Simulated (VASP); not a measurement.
The system is Os.

```
Os
1.0
     2.73410    0.00000    0.00000
    -1.36705    2.36780    0.00000
     0.00000    0.00000    4.31970
Os
2
Direct
  0.66667 0.33333 0.75000
  0.33333 0.66667 0.25000
```

Base run:

```yaml
Program: VASP 6.6.1
Functional: MS2
Potentials_or_basis: VASP PAW PBE potentials, release 64 (Os)
Cutoff: 520 eV
k_mesh: 11 × 11 × 6
Occupations: fermi-dirac, width 0.05 eV
Spin: no spin polarisation
```

Its results: pressure -5.4 GPa.

The run is repeated on the same cell with these changes: functional from MS2 to SCAN. What comes out?

Pressure -9.5 GPa.

Caveats: the PAW data sets were made with another functional, which shifts forces and pressure a little.
